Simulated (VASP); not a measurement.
# Pb in VASP: a series of runs

Runs on Pb. Level: PBE. Tasks: single point.

All numbers are computed with VASP 6.6.1; they aren't measurements. Logs are shortened: lines on timing, memory, paths and dates and some standing lists are left out, and cuts for length are marked.

### Step 1. The structure

The cell holds a sheet with vacuum, 1 atom: a = 3.298 Å, b = 3.298 Å, c = 23.800 Å, α = 90.00°, β = 90.00°, γ = 120.00°.

The cell was built by a generator and needn't be a form met in nature.

### Step 2. Single point, PBE

Input file INCAR:

```
PREC = Accurate
ENCUT = 520
EDIFF = 1E-6
ISMEAR = 0
SIGMA = 0.1
LREAL = F
LASPH = T
NELM = 100
ALGO = Normal
ISIF = 2
LWAVE = F
LCHARG = F
LDIPOL = T
IDIPOL = 3
DIPOL = 0.5 0.5 0.294
GGA = PE
NBANDS = 13
```

Input file KPOINTS:

```
Automatic mesh
0
Gamma
  18 18 1
```

Input file POSCAR:

```
Pb
1.0
    3.2981079497     -0.0000002294      0.0000000000
   -1.6490537762      2.8562453835      0.0000000000
    0.0000000000      0.0000000000     23.8000000000
Pb
1
Direct
    0.0000000000      0.0000000000      0.2941176471
```

Potentials or basis: VASP PAW PBE potentials, release 64 (Pb_d).

Launch:

```
$ cat potpaw_PBE.64/Pb_d/POTCAR > POTCAR
$ mpirun -np 1 vasp_std > vasp.out
```

OUTCAR:

```text
PREC = Accurate
   ENCUT = 520
   EDIFF = 1E-6
   ISMEAR = 0
   LREAL = F
   LASPH = T
   NELM = 100
   ISIF = 2
   GGA = PE

 ion  position               nearest neighbor table
   1  0.000  0.000  0.294-

  LATTYP: Found a hexagonal cell.
 ALAT       =     3.2981079497
 C/A-ratio  =     7.2162586437

  Lattice vectors:

 A1 = (   3.2981079497,  -0.0000002294,   0.0000000000)
 A2 = (  -1.6490537762,   2.8562453835,   0.0000000000)
 A3 = (   0.0000000000,   0.0000000000,  23.8000000000)

Analysis of symmetry for initial positions (statically):
=====================================================================
 Subroutine PRICEL returns:
 Original cell was already a primitive cell.

 Routine SETGRP: Setting up the symmetry group for a
 hexagonal supercell.

 Subroutine GETGRP returns: Found 24 space group operations
 (whereof 12 operations were pure point group operations)
 out of a pool of 24 trial point group operations.

The static configuration has the point symmetry C_6v.
 The point group associated with its full space group is D_6h.

Analysis of symmetry for dynamics (positions and initial velocities):
=====================================================================
 Subroutine PRICEL returns:
 Original cell was already a primitive cell.

 Routine SETGRP: Setting up the symmetry group for a
 hexagonal supercell.

 Subroutine GETGRP returns: Found 24 space group operations
 (whereof 12 operations were pure point group operations)
 out of a pool of 24 trial point group operations.

The dynamic configuration has the point symmetry C_6v.
 The point group associated with its full space group is D_6h.

 Subroutine INISYM returns: Found 24 space group operations
 (whereof 12 operations are pure point group operations),
 and found     1 'primitive' translations

----------------------------------------------------------------------------------------

                                     Primitive cell

  volume of cell :     224.2009

  direct lattice vectors                    reciprocal lattice vectors
     3.298107950 -0.000000229  0.000000000     0.303204157  0.175054973  0.000000000
    -1.649053776  2.856245384  0.000000000     0.000000024  0.350109989  0.000000000
     0.000000000  0.000000000 23.800000000     0.000000000  0.000000000  0.042016807

  length of vectors
     3.298107950  3.298107950 23.800000000     0.350109989  0.350109989  0.042016807

  position of ions in fractional coordinates (direct lattice)
     0.000000000  0.000000000  0.294117647

  ion indices of the primitive-cell ions
   primitive index   ion index
                 1           1

----------------------------------------------------------------------------------------

 KPOINTS: Automatic mesh

Automatic generation of k-mesh.
 Grid dimensions read from file:
 generate k-points for:   18   18    1

 Generating k-lattice:

  Cartesian coordinates                     Fractional coordinates (reciprocal lattice)
     0.016844675  0.009725276  0.000000000     0.055555556 -0.000000000  0.000000000
     0.000000001  0.019450555  0.000000000    -0.000000000  0.055555556  0.000000000
     0.000000000  0.000000000  0.042016807     0.000000000  0.000000000  1.000000000

  Length of vectors
     0.019450555  0.019450555  0.042016807

  Shift w.r.t. Gamma in fractional coordinates (k-lattice)
     0.000000000  0.000000000  0.000000000

 Subroutine IBZKPT returns following result:
 ===========================================

 Found     37 irreducible k-points:

 Following reciprocal coordinates:
            Coordinates               Weight
  0.000000  0.000000  0.000000      1.000000
  0.055556 -0.000000  0.000000      6.000000
  0.111111 -0.000000  0.000000      6.000000
  0.166667 -0.000000  0.000000      6.000000
  0.222222 -0.000000  0.000000      6.000000
  0.277778 -0.000000  0.000000      6.000000
[... 16 lines left out ...]
  0.333333  0.111111  0.000000     12.000000
  0.388889  0.111111  0.000000     12.000000
 [... further k-points ...]
   k-points           NKPTS =     37   k-points in BZ     NKDIM =     37   number of bands    NBANDS=     13
   number of dos      NEDOS =    301   number of ions     NIONS =      1
   total plane-waves  NPLWV = 141120
   dimension x,y,z NGX =    28 NGY =   28 NGZ =  180
   dimension x,y,z NGXF=    56 NGYF=   56 NGZF=  360
   ions per type =               1
   NGX,Y,Z   is equivalent  to a cutoff of  14.11, 14.11, 12.57 a.u.
   NGXF,Y,Z  is equivalent  to a cutoff of  28.23, 28.23, 25.15 a.u.
 SYSTEM =  unknown system
   PREC   = accura    normal or accurate (medium, high low for compatibility)
   ISTART =      0    job   : 0-new  1-cont  2-samecut
   ICHARG =      2    charge: 1-file 2-atom 10-const
   ISPIN  =      1    spin polarized calculation?
   LNONCOLLINEAR =      F non collinear calculations
   LSORBIT =      F    spin-orbit coupling
   LASPH  =      T    aspherical Exc in radial PAW
   ENCUT  =  520.0 eV  38.22 Ry    6.18 a.u.   6.13  6.13 44.25*2*pi/ulx,y,z
   NELM   =    100;   NELMIN=  2; NELMDL= -5     # of ELM steps
   EDIFF  = 0.1E-05   stopping-criterion for ELM
   LREAL  =      F    real-space projection
   EDIFFG = 0.1E-04   stopping-criterion for IOM
   NSW    =      0    number of steps for IOM
   IBRION =     -1    ionic relax: 0-MD 1-quasi-New 2-CG
   NFREE  =      0    steps in history (QN), initial steepest desc. (CG)
   ISIF   =      2    stress and relaxation
   ISYM   =      2    0-nonsym 1-usesym 2-fastsym
   POTIM  = 0.5000    time-step for ionic-motion
   TEBEG  =    0.0;   TEEND  =   0.0 temperature during run
   PSTRESS=    0.0 pullay stress
   NELECT =      14.0000    total number of electrons
   NUPDOWN=      -1.0000    fix difference up-down
   EMIN   =  10.00;   EMAX   =-10.00  energy-range for DOS
   EFERMI =   0.00;   METHOD = LEGACY
   ISMEAR =     0;   SIGMA  =   0.10  broadening in eV -4-tet -1-fermi 0-gaus
   EFERMI_NEDOS =   21; number of points for ismear=-14 and -15
   IALGO  =     38    algorithm
   IMIX   =      4    mixing-type and parameters
     AMIX     =   0.40;   BMIX     =  1.00
     AMIX_MAG =   1.60;   BMIX_MAG =  1.00
  volume/ion in A,a.u.               =     224.20      1512.98
  Fermi-wavevector in a.u.,A,eV,Ry     =   0.649489  1.227356  5.739425  0.421836
  Thomas-Fermi vector in A             =   1.718461
   LORBIT       =      0    0 simple, 1 ext, 2 COOP (PROOUT), +10 PAW based schemes
   GGA     = PE    functional components
   LHFCALC =     F    Hartree Fock is set to
   AEXX    =    0.0000 exact exchange contribution
   IVDW    =     0    specifies the selected vdW correction
   LEPSILON=     F    determine dielectric tensor
   LRPA    =     F    only Hartree local field effects (RPA)
 non-spin polarized calculation
 Gauss-broadening in eV      SIGMA  =   0.10
  energy-cutoff  :      520.00
  volume of cell :      224.20
 maximum number of plane-waves:      6096
 NGX is ok and might be reduce to    28
   NGX = 13   NGY = 13   NGZ = 89

 dipolmoment           0.000000      0.000000     -0.000000 electrons x Angstroem

 number of electron      13.9999999 magnetization

 dipolmoment           0.000000      0.000000      0.000004 electrons x Angstroem

 Free energy of the ion-electron system (eV)
  ---------------------------------------------------
  ext. energy  EPLUGINS =         0.00000000
  ---------------------------------------------------
  free energy    TOTEN  =        -3.09152109 eV

  energy without entropy =       -3.09016941  energy(sigma->0) =       -3.09084525

 E-fermi :  -2.5141     XC(G=0):  -2.0097

 val. band max:       -2.5822463419   @ k =   0.2778   0.0556   0.0000
 cond. band min:      -2.3153738000   @ k =   0.3333  -0.0000   0.0000
 fundamental gap:      0.2668725419
 Fermi energy:        -2.5141390695

 k-point     1 :       0.0000    0.0000    0.0000
  band No.  band energies     occupation
      1     -19.7440      2.00000
      2     -19.6189      2.00000
      3     -19.6189      2.00000
      4     -19.4097      2.00000
      5     -19.4097      2.00000
      6     -13.1958      2.00000
      7      -4.4492      2.00000
      8       0.3702      0.00000
      9       1.3084      0.00000
     10       1.6178      0.00000
     11       2.3365      0.00000
     12       2.5280      0.00000
     13       3.9604      0.00000

 k-point     2 :       0.0556   -0.0000    0.0000
  band No.  band energies     occupation
      1     -19.7357      2.00000
      2     -19.6212      2.00000
      3     -19.6073      2.00000
      4     -19.4165      2.00000
      5     -19.4112      2.00000
      6     -13.1385      2.00000
      7      -4.3847      2.00000
      8       0.4247      0.00000
      9       1.3656      0.00000
     10       1.6745      0.00000
     11       2.3936      0.00000
     12       2.5835      0.00000
     13       4.0175      0.00000

 k-point     3 :       0.1111   -0.0000    0.0000
  band No.  band energies     occupation
      1     -19.7166      2.00000
      2     -19.6236      2.00000
      3     -19.5738      2.00000
      4     -19.4358      2.00000
      5     -19.4155      2.00000
      6     -12.9657      2.00000
      7      -4.1927      2.00000
      8       0.5871      0.00000
      9       1.5370      0.00000
     10       1.8442      0.00000
     11       2.5646      0.00000
     12       2.7478      0.00000
     13       3.8099      0.00000

 k-point     4 :       0.1667   -0.0000    0.0000
  band No.  band energies     occupation
      1     -19.7068      2.00000
      2     -19.6088      2.00000
      3     -19.5220      2.00000
      4     -19.4653      2.00000
      5     -19.4221      2.00000
      6     -12.6758      2.00000
      7      -3.8783      2.00000
      8       0.8471      0.00000
      9       1.8218      0.00000
     10       2.0444      0.00000
     11       2.1510      0.00000
     12       2.8489      0.00000
     13       3.0420      0.00000

 k-point     5 :       0.2222   -0.0000    0.0000
  band No.  band energies     occupation
      1     -19.7195      2.00000
      2     -19.5674      2.00000
      3     -19.5009      2.00000
      4     -19.4576      2.00000
      5     -19.4301      2.00000
      6     -12.2676      2.00000
      7      -3.4499      2.00000
      8       0.2652      0.00000
      9       1.2906      0.00000
     10       2.2179      0.00000
     11       2.5271      0.00000
     12       3.2444      0.00000
     13       3.4299      0.00000
[... 257 lines left out ...]
 k-point    22 :       0.2778    0.1111    0.0000
  band No.  band energies     occupation
      1     -19.7184      2.00000
      2     -19.5719      2.00000
      3     -19.5005      2.00000
      4     -19.4593      2.00000
      5     -19.3144      2.00000
      6     -10.9564      2.00000
      7      -2.8366      1.99999
      8      -2.1451      0.00000
      9       1.2581      0.00000
     10       2.5490      0.00000
     11       3.4612      0.00000
     12       3.8325      0.00000
     13       4.4558      0.00000

 k-point    23 :       0.3333    0.1111    0.0000
  band No.  band energies     occupation
      1     -19.7373      2.00000
      2     -19.5959      2.00000
      3     -19.4677      2.00000
      4     -19.4480      2.00000
      5     -19.2794      2.00000
      6     -10.2871      2.00000
      7      -4.1123      2.00000
      8      -1.5135      0.00000
      9       0.8572      0.00000
     10       3.2690      0.00000
     11       3.7088      0.00000
     12       4.5611      0.00000
     13       4.5706      0.00000

 k-point    24 :       0.3889    0.1111    0.0000
  band No.  band energies     occupation
      1     -19.7498      2.00000
      2     -19.6114      2.00000
      3     -19.4733      2.00000
      4     -19.4110      2.00000
      5     -19.2594      2.00000
      6      -9.6813      2.00000
      7      -5.0897      2.00000
      8      -0.9582      0.00000
      9       0.6144      0.00000
     10       3.1028      0.00000
     11       4.1032      0.00000
     12       5.2302      0.00000
     13       5.4222      0.00000

 [... further k-points ...]

------------------------ aborting loop because EDIFF is reached ----------------------------------------

 vacuum level on the upper side and lower side of the slab       (xc-potential included)        -0.009        -0.009

  FORCE on cell =-STRESS in cart. coord.  units (eV):
  Direction    XX          YY          ZZ          XY          YZ          ZX
  --------------------------------------------------------------------------------------
  -------------------------------------------------------------------------------------
  Total       -0.0102052     -0.0102052     -0.0152339      0.0000000      0.0000000      0.0000000
  in kB       -0.0729283     -0.0729283     -0.1088638      0.0000000      0.0000000      0.0000000
  external PRESSURE =      -0.0849068 kB  Pullay stress =       0.0000000 kB

 VOLUME and BASIS-vectors are now :
 -----------------------------------------------------------------------------
  energy-cutoff  :      520.00
  volume of cell :      224.20
      direct lattice vectors                 reciprocal lattice vectors
     3.298107950 -0.000000229  0.000000000     0.303204157  0.175054973  0.000000000
    -1.649053776  2.856245384  0.000000000     0.000000024  0.350109989  0.000000000
     0.000000000  0.000000000 23.800000000     0.000000000  0.000000000  0.042016807

 POSITION                                       TOTAL-FORCE (eV/Angst)
 -----------------------------------------------------------------------------------
      0.00000      0.00000      7.00000         0.000000      0.000000      0.000000
 -----------------------------------------------------------------------------------
    total drift:                               -0.000000     -0.000000      0.000098

  FREE ENERGIE OF THE ION-ELECTRON SYSTEM (eV)
  ---------------------------------------------------
  free  energy   TOTEN  =        -3.0915210926 eV

  energy  without entropy=       -3.0901694120  energy(sigma->0) =       -3.09084525

 vacuum level on the upper side and lower side of the slab         1.547         1.547
```

It took 83 s on 1 thread of Intel Xeon Platinum 8488C (Sapphire Rapids), shared host; peak memory 0.42 GiB.

What came out:

* Free energy: -3.0915 eV
* Band gap on the k mesh: none (metal or under the smearing width)

Levels at points of the mesh, in eV from the Fermi level:
```tsv
k point	band 3	band 4	band 5	band 6	band 7	band 8	band 9	band 10	band 11	band 12
(0.00, 0.00, 0.00)	-17.10	-16.90	-16.90	-10.68	-1.94	2.88	3.82	4.13	4.85	5.04
(0.50, 0.00, 0.00)	-16.94	-16.88	-16.70	-7.00	-3.21	1.65	4.67	5.16	7.36	7.38
```

The run has no spin-orbit coupling, so splittings on Pb are missing.

(Part 1 of 2 ends here.)
